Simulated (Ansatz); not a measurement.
Sn: iterations to self-consistency

Computed with DFT PBEsol, scalar-relativistic, plane waves, PAW (Ansatz 0.2.0).

```
Sn
1.0
    -1.59075    1.59075    2.91565
     1.59075   -1.59075    2.91565
     1.59075    1.59075   -2.91565
Sn
1
Direct
  0.00000 0.00000 0.00000
```

The plane-wave cutoff is 420 eV, the Γ-centred k-mesh is 18×18×18 and the occupation rule is Gaussian smearing, 0.1 eV. The spin treatment is unpolarised.

Each run starts from superposed atomic densities and uses the program's default quasi-Newton mixer with a history of 8 with its automatic preconditioner, at most 120 iterations and the default threshold on the density residual; only the mixing step differs.

| mixing step | iterations | converged | density residual (eV) at iterations 1, 3, 5 |
| --- | --- | --- | --- |
| 0.02 | 7 | yes | 0.046 0.019 1.5e-05 |
| 0.05 | 7 | yes | 0.046 0.0028 4.1e-06 |
| 0.2 | 7 | yes | 0.046 0.0007 8.2e-06 |
| 0.6 | 6 | yes | 0.046 0.00097 7.5e-07 |
| 0.8 | 6 | yes | 0.046 0.0011 7.6e-07 |

This form isn't the element's structure at ambient conditions.

Cost: 5 runs of about 1.6 core-minutes in all, on Intel Xeon Processor @ 2.50GHz (Skylake/Cascade Lake) (shared hosts).